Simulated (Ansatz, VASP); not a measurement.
**SrO in VASP and in Ansatz**

```xyz
4
Lattice="3.7455 0.0000 0.0000 -1.8728 3.2437 0.0000 0.0000 0.0000 5.9941" Properties=species:S:1:pos:R:3 pbc="T T T"
Sr    0.0000    2.1625    1.4021
Sr    1.8728    1.0812    4.3992
O     0.0000    0.0000    0.0964
O     0.0000    0.0000    3.0935
```

Alike in both runs: task single point; functional PBE; k mesh 9 × 9 × 6; occupations gaussian, width 0.02 eV; no spin polarisation.

```csv
,VASP,Ansatz
version,VASP 6.6.1,Ansatz 0.2.0
potentials or method,"VASP PAW PBE potentials, release 64 (Sr_sv, O)","scalar-relativistic, plane waves, PAW"
plane-wave cutoff (eV),520,420
valence electrons in the cell,32,32
```

|  | VASP | Ansatz | Ansatz less VASP |
| --- | --- | --- | --- |
| gap on the k mesh at the Fermi level (eV) | 2.28 | 2.28 | 0.000 |
| least direct gap on the mesh (eV) | 2.28 | 2.28 | 0.000 |
| pressure (GPa) | -2.0 | -2.4 | -0.45 |
| largest component of the traceless stress (GPa) | 8.95 | 8.99 | +0.041 |
| rms of the force components (eV/Å) | 0.189 | 0.178 | -0.0115 |

Atom by atom the forces differ by 0.011 eV/Å (rms over components).

Caveats: an odd mesh through Γ misses points on the zone boundary, where band edges often lie.
